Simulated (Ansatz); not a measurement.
# Si3N4 (P6_3/m): the host for defect calculations

Aim: the runs on the perfect crystal Si3N4 (P6_3/m) that a defect calculation needs first.

Method: plane-wave PAW DFT, PBEsol; relaxation of the host's cell and atoms; PAW set soft_1, in the first sound run; inputs show where later runs differ, in Ansatz 0.2.0.

## (1) The starting structure

It takes space group P6_3/m (No. 176, hexagonal). The conventional cell has a = 7.605 Å, b = 7.605 Å, c = 2.905 Å, α = 90.00°, β = 90.00°, γ = 120.00°. Si has 4 N at 1.73 to 1.74 Å nearest. Nearest to N lie 3 Si at 1.73 Å. Nearest to N lie 3 Si at 1.73 to 1.74 Å. Farther neighbours and most contacts between anions are not listed.

Structure file:

```xyz
14
Lattice="7.6045 0.0000 0.0000 -3.8023 6.5857 0.0000 0.0000 0.0000 2.9052" Properties=species:S:1:pos:R:3 pbc="T T T"
Si   -1.3794    5.4329    2.1789
Si    2.2099    1.5218    0.7263
Si    4.0154    3.9110    0.7263
Si   -0.2131    2.6747    2.1789
Si    1.5924    5.0639    2.1789
Si    5.1817    1.1528    0.7263
N     0.0000    4.3905    2.1789
N     3.8023    2.1952    0.7263
N     4.8233    4.4115    2.1789
N    -1.4088    6.3828    0.7263
N     2.4298    4.6144    0.7263
N     1.3725    1.9714    2.1789
N    -1.0210    2.1743    0.7263
N     5.2111    0.2029    2.1789
```

## (2) Host cell relaxation

Lattice and positions are set free, within the symmetry that the program keeps.

Contents of cell/input.yaml:

```yaml
crystal:
  lattice:
    - [7.6045444, 0.0, 0.0]
    - [-3.8022722, 6.5857287, 0.0]
    - [0.0, 0.0, 2.9051991]
  atoms:
    - { symbol: Si, position: [0.23108243, 0.82494615, 0.75] }
    - { symbol: Si, position: [0.40613628, 0.23108243, 0.25] }
    - { symbol: Si, position: [0.82494615, 0.59386372, 0.25] }
    - { symbol: Si, position: [0.17505385, 0.40613628, 0.75] }
    - { symbol: Si, position: [0.59386372, 0.76891757, 0.75] }
    - { symbol: Si, position: [0.76891757, 0.17505385, 0.25] }
    - { symbol: "N", position: [0.33333333, 0.66666667, 0.75] }
    - { symbol: "N", position: [0.66666667, 0.33333333, 0.25] }
    - { symbol: "N", position: [0.96919449, 0.6698534, 0.75] }
    - { symbol: "N", position: [0.29934109, 0.96919449, 0.25] }
    - { symbol: "N", position: [0.6698534, 0.70065891, 0.25] }
    - { symbol: "N", position: [0.3301466, 0.29934109, 0.75] }
    - { symbol: "N", position: [0.03080551, 0.3301466, 0.25] }
    - { symbol: "N", position: [0.70065891, 0.03080551, 0.75] }
basis:
  ecutwfc: 420
  xc_grid: 2
hamiltonian:
  xc: pbesol
  pseudopotentials: { kind: paw, azcp: { folder: soft_1 }, xc_functional: pbe }
kpoints:
  mp_grid: { grid: [4, 4, 10] }
scf:
  occupations: { method: fixed }
  max_iter: 100
relax:
  f_tol: 0.005
  max_steps: 60
  cell: {}
output:
  forces: true
  stress: true
checkpoint:
  write: "../cell.run"
  compress: false
  write_wavefunctions: false
  write_every: 100000
```

Started as:

```console
ansatz run input.yaml --threads 32 --pin off --max-ram 84787MiB --backend cpu --events-out ev --progress --plain --runs-dir out
```

Numbers of over 12 decimals in the logs are rounded to 6 here.

The program printed:

```text
[... repeated set-up lines and file paths are left out, and long positions are rounded to six places ...]
Engine: ansatz 0.2.0, aarch64-unknown-linux-gnu
Pseudopotentials: kind: paw
Pseudopotential: Si, paw, valence charge 4, recommended cutoff 420 eV (normal), soft_1/Si.paw.azcp
Pseudopotential: N, paw, valence charge 5, recommended cutoff 420 eV (normal), soft_1/N.paw.azcp
Functional definition: PBEsol
  exchange = pbesol_x
  correlation = pbesol_c
Crystal: 14 atoms, lattice volume = 145.497 Å³
Basis set: ecut = 420 eV, 2823 PW (Γ), exchange–correlation on 108×108×40 points (8 copies of the dense FFT grid, shifted against one another)
Bands: 46, of which v1, the nominal top of the filled ones, is band 32 counted from 1 (31 counted from 0)
Symmetry: 12 space group operations
Space group: P63/m (ITA 176), of the structure as read, at distance tolerance 5.3e-5 Å
k-points: 24 of 160
Non-local potential: Si, projectors of the file, l = 0: 2, l = 1: 2, l = 2: 1
Non-local potential: N, projectors of the file, l = 0: 2, l = 1: 2, l = 2: 1
PAW form: soft (Blöchl's): semilocal exchange-correlation on the pseudo side does not see the compensation charge
PAW frozen core: Si, regenerated for the run's functional, and the local potential with it (the file was generated under x = pbe(κ = 0.804, μ = 0.219515), c = pbe(β = 0.066725))
PAW frozen core: N, regenerated for the run's functional, and the local potential with it (the file was generated under x = pbe(κ = 0.804, μ = 0.219515), c = pbe(β = 0.066725))
PAW one-centre angular grid: Si, 110 points (default); XC on 64 Gauss nodes
PAW one-centre angular grid: N, 110 points (default); XC on 64 Gauss nodes
Initial density: superposition of atomic densities (chi_scale 0.1, normalization cell, long waves kept (reshape's long-wave potential 0.01 eV rms))
Initial wavefunctions: pseudopotential atomic-orbital guess
Functional: x = pbesol(κ = 0.804, μ = 0.123457), c = pbesol(β = 0.046)
SCF iter   1: F=—  HF=-6784.546925 eV  |Δ(HF+E_count)|=         —  Δρ=1.49e-1  dr2=3.38e1  Hψ=4334
preconditioner: auto → Resta (q_TF=auto, 2.379 Å⁻¹)  ε∞=3.5  [insulator: Δε(μ)=5.926 eV  Ē_g=15.452 eV  n_scr=32 (ndim 8)  ℏωp=24.6 eV  f_vac=0.009  ε∞_Penn≈3.5]
SCF iter   2: F=—  HF=-6774.248699 eV  |Δ(HF+E_count)|=    1.03e1  Δρ=4.86e-2  dr2=1.96e0  Hψ=2940
SCF iter   3: F=—  HF=-6773.875118 eV  |Δ(HF+E_count)|=   3.74e-1  Δρ=2.39e-2  dr2=4.57e-1  Hψ=989
automatic band count: iteration 3 solves 41 bands in place of 46: the levels show a gap, and the empty bands left out lie too high to hold charge; the band table lists the bands solved (type scf.n_extra_bands for more)
[...]
automatic band count: iteration 8 solves 40 bands in place of 41: the levels show a gap, and the empty bands left out lie too high to hold charge; the band table lists the bands solved (type scf.n_extra_bands for more)
[...]
SCF 1 converged in 9 iterations: F = -6773.809906 eV  dr2 = 1.61e-8
  greatest PAW one-centre occupation: 0.791 electrons in one spin orbital (limit 2), on the N atom at site 7 (counted from 0), in its partial waves of l = 0
relax step   1: F+E_penalty+E_count = -6773.80990613 eV  Δ(F+E_penalty+E_count) = +0.000e0 eV  max|allowed force component| = 5.152e-2 eV/Å  Δτ_max = 0.0000 Å  P = +1.943 GPa  Ω = 145.497 Å³  (9 SCF iters, dr2 threshold 1.00e-7 eV, accepted)
[... the SCF cycles and remarks between the steps are left out from here to the last step ...]
relax step   2: F+E_penalty+E_count = -6773.81504320 eV  Δ(F+E_penalty+E_count) = -5.137e-3 eV  max|allowed force component| = 3.926e-2 eV/Å  Δτ_max = 0.0040 Å  P = +0.983 GPa  Ω = 145.998 Å³  energy of the carried Pulay correction = -8.428e-4 eV  (5 SCF iters, dr2 threshold 1.40e-6 eV, accepted)
relax step   3: F+E_penalty+E_count = -6773.81642050 eV  Δ(F+E_penalty+E_count) = -1.377e-3 eV  max|allowed force component| = 1.267e-2 eV/Å  Δτ_max = 0.0048 Å  P = -0.009 GPa  Ω = 146.523 Å³  energy of the carried Pulay correction = -1.723e-3 eV  (5 SCF iters, dr2 threshold 1.40e-6 eV, accepted)
relax step   4: F+E_penalty+E_count = -6773.81645074 eV  Δ(F+E_penalty+E_count) = -3.024e-5 eV  max|allowed force component| = 6.044e-3 eV/Å  Δτ_max = 0.0011 Å  P = -0.006 GPa  Ω = 146.513 Å³  energy of the carried Pulay correction = -1.706e-3 eV  (5 SCF iters, dr2 threshold 1.00e-8 eV, accepted)
relax step   5: F+E_penalty+E_count = -6773.81645746 eV  Δ(F+E_penalty+E_count) = -6.723e-6 eV  max|allowed force component| = 2.486e-3 eV/Å  Δτ_max = 0.0004 Å  P = -0.002 GPa  Ω = 146.514 Å³  energy of the carried Pulay correction = -1.708e-3 eV  (5 SCF iters, dr2 threshold 2.28e-9 eV, accepted)
[...]
iter 1 solved again at ethr=1.01e-7 eV; its pass at ethr=3.10e-3 eV (dr2=6.44e-5 eV) is discarded
SCF iter   1: F=—  HF=-6773.818250 eV  |Δ(HF+E_count)|=         —  Δρ=8.94e-5  dr2=3.89e-7  Hψ=7713
[...]
SCF iter   2: F=—  HF=-6773.818253 eV  |Δ(HF+E_count)|=   2.80e-6  Δρ=4.51e-5  dr2=9.65e-8  Hψ=1674
SCF iter   3: F=—  HF=-6773.818275 eV  |Δ(HF+E_count)|=   2.15e-5  Δρ=6.21e-6  dr2=5.39e-9  Hψ=1686
SCF iter   4: F=-6773.818275 eV  HF=-6773.818275 eV  |Δ(HF+E_count)|=   3.58e-7  Δρ=3.74e-7  dr2=1.28e-10  Hψ=4757
SCF 6 converged in 4 iterations: F = -6773.818275 eV  dr2 = 1.28e-10
relax step   6: F+E_penalty+E_count = -6773.81827504 eV  Δ(F+E_penalty+E_count) = -1.818e-3 eV  max|allowed force component| = 2.468e-3 eV/Å  Δτ_max = 0.0000 Å  P = +0.020 GPa  Ω = 146.514 Å³  stress off target by 2.33e-2 GPa  SCF on the basis re-selected at this cell (its energy is not comparable with the rows above)  (4 SCF iters)
basis re-selected at this cell: Δ(F+E_penalty+E_count) = -1.818e-3 eV, ΔP = +0.022 GPa vs the last step (what re-selecting the basis moved, of the pressure what is left beyond the Pulay correction that the steps carried, after the strain that the cell walked [...]
SCF converged after 4 iterations
Free energy (F): -6773.818275 eV
Harris-Foulkes:  -6773.818275 eV  (|F-HF|=4.19e-10)
Internal energy: -6773.818275 eV  (E = F + TS)
E sigma→0 (E₀):  -6773.818275 eV
Fermi energy:    8.111577 eV
--- Per-component energies (eV) ---
  E_band       = 53.390408
  E_kinetic    = 1327.887631
  E_local      = -2027.523542  (includes V_loc(G=0)·N_el)
  E_nonlocal   = 407.838460
  E_hartree    = 713.139855
  E_xc         = -819.336420
  E_vxc        = -903.532911  (∫ρ·V_xc dr)
  E_paw        = -3977.230278  (= ΣΔE_a)
  E_vpaw       = -177.566208  (= ΣTr[D̂ρ^β])
  E_aug_tail   = 0.007170  (compensation charges beyond the density's cutoff)
  E_ewald      = -2399.015307
  E_core_change = 0.414155  (= ΣΔE_core)
  E_smearing   = -0.000000  (= −TS)
  E_closure    = 0.000000  (closes the sum)
  Σ components = -6773.818275   (vs F -6773.818275, Δ=0.00e0)
--- Forces (eV/Å), atoms counted from 1 ---
  atom   1  Si    -0.00209873     0.00130044     0.00000000
  atom   2  Si    -0.00217558    -0.00116734     0.00000000
  atom   3  Si     0.00007685     0.00246778     0.00000000
  atom   4  Si    -0.00007685    -0.00246778     0.00000000
  atom   5  Si     0.00217558     0.00116734     0.00000000
  atom   6  Si     0.00209873    -0.00130044     0.00000000
  [... 8 more lines of this table ...]
  max |Σ_I F_I| component: 3.72e-18 eV/Å
--- Stress (GPa, compression-positive) ---
        0.018574       0.000001       0.000000
       -0.000001       0.018574       0.000000
        0.000000       0.000000       0.023272
  P = ⅓ Tr σ = 0.0201 GPa (0.201 kbar)
--- Relaxed structure (5 steps of the walk, 5 accepted, 1 SCFs on fresh bases) ---
  F+E_penalty+E_count = -6773.81827504 eV   max|allowed force component| = 2.468e-3 eV/Å   (the final SCF, on the basis selected at the relaxed cell)
  cell:  # Å, volume = 146.5142 Å³
    - [7.624457, -3.52796507421537e-19, 0.0]
    - [-3.812229, 6.602974, 0.0]
    - [0.0, 0.0, 2.910256]
  atoms:
    - { symbol: Si, position: [0.232445, 0.826056, 0.750000] }
    - { symbol: Si, position: [0.406390, 0.232445, 0.250000] }
    - { symbol: Si, position: [0.826056, 0.593610, 0.250000] }
    - { symbol: Si, position: [0.173944, 0.406390, 0.750000] }
    - { symbol: Si, position: [0.593610, 0.767555, 0.750000] }
    - { symbol: Si, position: [0.767555, 0.173944, 0.250000] }
  [... 8 more lines of this table ...]
```

Elapsed: 3.4 s, on 32 threads of Arm Neoverse V2, shared host; peak memory 0.55 GiB; 62 s of CPU time.

Step by step:

| step | energy less that of the first step (eV) | largest force component (eV/Å) | pressure (GPa) | volume (Å³) |
| --- | --- | --- | --- | --- |
| 1 | 0.0000 | 0.0515 | 1.94 | 145.50 |
| 2 | -0.0051 | 0.0393 | 0.98 | 146.00 |
| 3 | -0.0065 | 0.0127 | -0.01 | 146.52 |
| 4 | -0.0065 | 0.0060 | -0.01 | 146.51 |
| 5 | -0.0066 | 0.0025 | 0.00 | 146.51 |
| 6* | -0.0084 | 0.0025 | 0.02 | 146.51 |

Relaxation steps marked * repeat the geometry before them on a plane-wave basis chosen anew for their cell, so energy and pressure can jump there.

The run keeps the 12 symmetry operations that it works with, so distortions that break them were not tested.

| conventional cell, symmetrised | before | after | change |
| --- | --- | --- | --- |
| a (Å) | 7.605 | 7.624 | +0.3 % |
| b (Å) | 7.605 | 7.624 | +0.3 % |
| c (Å) | 2.905 | 2.910 | +0.2 % |
| volume (Å³/atom) | 10.39 | 10.47 | +0.7 % |

The relaxed structure:

```xyz
14
Lattice="7.6245 0.0000 0.0000 -3.8122 6.6030 0.0000 0.0000 0.0000 2.9103" Properties=species:S:1:pos:R:3 pbc="T T T"
Si   -1.3768    5.4545    2.1827
Si    2.2124    1.5349    0.7276
Si    4.0353    3.9196    0.7276
Si   -0.2231    2.6834    2.1827
Si    1.5999    5.0681    2.1827
Si    5.1891    1.1485    0.7276
N     0.0000    4.4020    2.1827
N     3.8123    2.2010    0.7276
N     4.8445    4.4239    2.1827
N    -1.4090    6.4074    0.7276
N     2.4412    4.6195    0.7276
N     1.3710    1.9835    2.1827
N    -1.0322    2.1790    0.7276
N     5.2212    0.1956    2.1827
```

Numbers from this step:

* pressure: 0.02014 GPa

The relaxation ends with a largest force component of 0.0025 eV/Å and a pressure of 0.02 GPa.

## (3) Dielectric tensors of the host

The response to a uniform electric field gives the electronic dielectric tensor.

This step: plane-wave PAW DFPT, PBEsol; dielectric tensors, Born charges and zone-centre modes of the host; PAW set soft_1 (Ansatz 0.2.0).

Contents of eps/input.yaml:

```yaml
crystal:
  lattice:
    - [7.6244572493, 0.0, 0.0]
    - [-3.8122286246, 6.6029736679, 0.0]
    - [0.0, 0.0, 2.9102557787]
  atoms:
    - { symbol: Si, position: [0.2324454812, 0.8260559097, 0.75] }
    - { symbol: Si, position: [0.4063895715, 0.2324454812, 0.25] }
    - { symbol: Si, position: [0.8260559097, 0.5936104285, 0.25] }
    - { symbol: Si, position: [0.1739440903, 0.4063895715, 0.75] }
    - { symbol: Si, position: [0.5936104285, 0.7675545188, 0.75] }
    - { symbol: Si, position: [0.7675545188, 0.1739440903, 0.25] }
    - { symbol: "N", position: [0.3333333333, 0.6666666667, 0.75] }
    - { symbol: "N", position: [0.6666666667, 0.3333333333, 0.25] }
    - { symbol: "N", position: [0.970384115, 0.6699911714, 0.75] }
    - { symbol: "N", position: [0.3003929436, 0.970384115, 0.25] }
    - { symbol: "N", position: [0.6699911714, 0.6996070564, 0.25] }
    - { symbol: "N", position: [0.3300088286, 0.3003929436, 0.75] }
    - { symbol: "N", position: [0.029615885, 0.3300088286, 0.25] }
    - { symbol: "N", position: [0.6996070564, 0.029615885, 0.75] }
basis:
  ecutwfc: 420
hamiltonian:
  xc: pbesol
  pseudopotentials: { kind: paw, azcp: { folder: soft_1 }, xc_functional: pbe }
kpoints:
  mp_grid: { grid: [4, 4, 8] }
scf:
  occupations: { method: fixed }
  max_iter: 100
phonons:
  method: dfpt
  dielectric: true
  rigid_motions: translations
```

The program printed:

```text
[...]
Crystal: 14 atoms, lattice volume = 146.514 Å³
Basis set: ecut = 420 eV, 2859 PW (Γ), exchange–correlation on 108×108×40 points (8 copies of the dense FFT grid, shifted against one another)
Bands: 46, of which v1, the nominal top of the filled ones, is band 32 counted from 1 (31 counted from 0)
Symmetry: 12 space group operations
k-points: 68 of 128 (irreducible under 1 space group operation, time reversal used)
[...]
SCF iter   1: F=—  HF=-6784.394452 eV  |Δ(HF+E_count)|=         —  Δρ=1.48e-1  dr2=3.34e1  Hψ=12264
[...]
SCF iter   2: F=—  HF=-6774.240462 eV  |Δ(HF+E_count)|=    1.02e1  Δρ=4.83e-2  dr2=1.94e0  Hψ=8459
[...]
SCF iter  11: F=-6773.818103 eV  HF=-6773.818103 eV  |Δ(HF+E_count)|=  1.16e-10  Δρ=6.62e-8  dr2=5.90e-12  Hψ=25486
SCF 1 converged in 11 iterations: F = -6773.818103 eV  dr2 = 5.90e-12
[...]
NSCF: frozen V_eff on 2 k-points
DFPT response loops at Γ: preconditioner auto → Resta (q_TF=auto, 2.377 Å⁻¹)  ε∞=3.8 (no band partly filled); β = 1.00, the filter's whole step (`scf.mixing.beta` (0.50) is not read by the response loops at its default; [...]
── the response to a field inside a basis, on 4×4×8 k-points: an SCF that follows is theirs, and a resumed run solves both again ──
Bands: 33, of which v1, the nominal top of the filled ones, is band 32 counted from 1 (31 counted from 0)
k-points: 32 of 128 (irreducible under 4 space group operations)
[...]
Eigensolver: Dense (32 Hₖ)
SCF iter   1: F=—  HF=-6773.499627 eV  |Δ(HF+E_count)|=         —  Δρ=5.37e-4  dr2=1.39e-4
[...]
SCF iter   5: F=-6773.499706 eV  HF=-6773.499706 eV  |Δ(HF+E_count)|=   1.75e-7  Δρ=5.36e-6  dr2=5.44e-8
SCF 1 converged in 5 iterations: F = -6773.499706 eV  dr2 = 5.44e-8
[...]
SCF converged after 11 iterations
[...]
0.06361   -3.17089    0.00000
         0.00000    0.00000   -2.82948
  Z* charge neutrality: 2.087e-2 e pre-enforcement
  solved inside a basis spanned on kpoints, on 4×4×8 k-points, its susceptibility summed on 6×6×12: ε∞ is read to err by 2.7e-2, Z* by 2.0e-2 e (field_mesh: kpoints solves on kpoints); Z* is corrected for what the basis lacks
  optical modes at Γ without the LO–TO term, one row a degenerate level:
      ω (cm⁻¹)  modes    IR ((D/Å)²/amu)
        174.04      2             0.0000
        195.03      1             0.0000
        216.43      2             0.0000
        234.72      1             0.0000
        258.48      1             0.0000
        292.82      2             0.0000
        348.08      1             8.7184
        386.54      1             0.0000
        406.14      2            27.9731
        428.63      2             0.0000
        441.85      1             0.0000
        540.01      1             0.0000
        548.86      2            19.1115
        601.08      2             0.0000
        638.74      1             0.0000
        708.00      1             0.0000
        841.10      1           137.3353
        850.83      2             0.0000
        854.56      2             0.0000
        868.54      1             0.0000
        879.18      2           236.2022
        911.03      2             0.0000
        921.56      1             0.0000
       1009.88      2            10.1174
       1020.93      2             0.0000
       1040.60      1             0.0000
  optical modes at Γ + LO–TO along q̂ = [1.0000, 0.0000, 0.0000]:
      ω (cm⁻¹)  modes    IR ((D/Å)²/amu)
        174.04      2             0.0000
        195.03      1             0.0000
        216.43      2             0.0000
        234.72      1             0.0000
        258.48      1             0.0000
        292.82      2             0.0000
        348.08      1             8.7184
        386.54      1             0.0000
        406.14      1            13.9865
        428.63      2             0.0000
        434.43      1             3.3665
        441.85      1             0.0000
[...]
optical modes at Γ + LO–TO along q̂ = [0.0000, 1.0000, 0.0000]:
      ω (cm⁻¹)  modes    IR ((D/Å)²/amu)
[...]
optical modes at Γ + LO–TO along q̂ = [0.0000, 0.0000, 1.0000]:
      ω (cm⁻¹)  modes    IR ((D/Å)²/amu)
[...]
638.74      1             0.0000
        708.00      1             0.0000
        850.83      2             0.0000
        854.56      2             0.0000
        868.54      1             0.0000
        879.18      2           236.2022
        911.03      2             0.0000
        921.56      1             0.0000
       1009.88      2            10.1174
       1020.93      2             0.0000
       1040.60      1             0.0000
       1085.23      1           143.4026
```

Wall time 42 s (32 threads); peak memory 2.2 GiB; 13 min of CPU time.

Reading the cycles: dr2 is the Hartree energy of the density residual (eV), the measure of convergence; HF is the Harris–Foulkes estimate of the energy, which meets the free energy F at convergence.

Electronic dielectric tensor:

```
4.29 0.00 0.00
0.00 4.29 0.00
0.00 0.00 4.37
```

Static dielectric tensor:

```
8.29 0.00 0.00
0.00 8.29 0.00
0.00 0.00 8.24
```

The principal values of the electronic dielectric tensor are 4.29, 4.29 and 4.37. The principal values of the static dielectric tensor are 8.24, 8.29 and 8.29.

[end of part 1 of 3]

[Logs are printed without paths, hosts, clocks, repeated set-up lines and the standing remarks that a program may print on its own settings, such as how far it seeks lower states.]

[Hosts, paths, dates, database ids (printed as entryN), source tags and the programs' standing remarks are cut or masked in the printed files.]

[Runs of the host that timed out are not shown.]

[For some hosts the program warned that the k-mesh of the response run may be too coarse for force constants and the static dielectric constant; such warnings are not always shown.]
